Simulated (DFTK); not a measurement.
Hf under changes of volume

One of the cells (23.523 Å³/atom); the others are scaled copies at fixed shape and fractional positions:

```
Hf
1.0
    -1.80500    1.80500    1.80500
     1.80500   -1.80500    1.80500
     1.80500    1.80500   -1.80500
Hf
1
Direct
  0.00000 0.00000 0.00000
```

This isn't the form of Hf at room conditions, which is hcp.

- Program: DFTK 0.8.2
- Functional: SCAN
- Potentials or basis: cp2k.nc.sr.pbe.v0_1.largecore.gth (PBE, GTH)
- Cutoff: 1932 eV
- k mesh: 6 × 6 × 6
- Occupations: fermi-dirac, width 0.05 eV
- Spin: no spin polarisation

| volume (Å³/atom) | energy over the lowest point (meV/atom) | pressure (GPa) |
| --- | --- | --- |
| 22.112 | ? | ? |
| 22.582 | 0.00 | -1.6 |
| 23.052 | 5.66 | -3.4 |
| 23.523 | 15.93 | -5.1 |
| 23.993 | 31.05 | -6.6 |
| 24.464 | 50.84 | -8.1 |
| 24.934 | 74.94 | -9.5 |

Problem. What does the run at 22.112 Å³/atom give?

Solution. Energy over the lowest point 5.31 meV/atom; pressure 0.4 GPa.

Worked out: A Birch-Murnaghan fit of order 3 (a polynomial in V^(-2/3)) to the other rows has its minimum at 22.27 Å³/atom, just outside them, with B0 = V·E''(V) = 78 GPa (rough, since the energies scatter). It gives -0.74 meV/atom at 22.112 Å³/atom, against the run's 5.31, and -dE/dV = 0.6 GPa, against 0.4.

Energies are extrapolated to zero smearing.

Caveats: all runs use coarse meshes; GTH potentials come without recommended cutoffs, and this one wasn't checked for convergence; the potentials were made for another functional, which shifts forces and pressure.
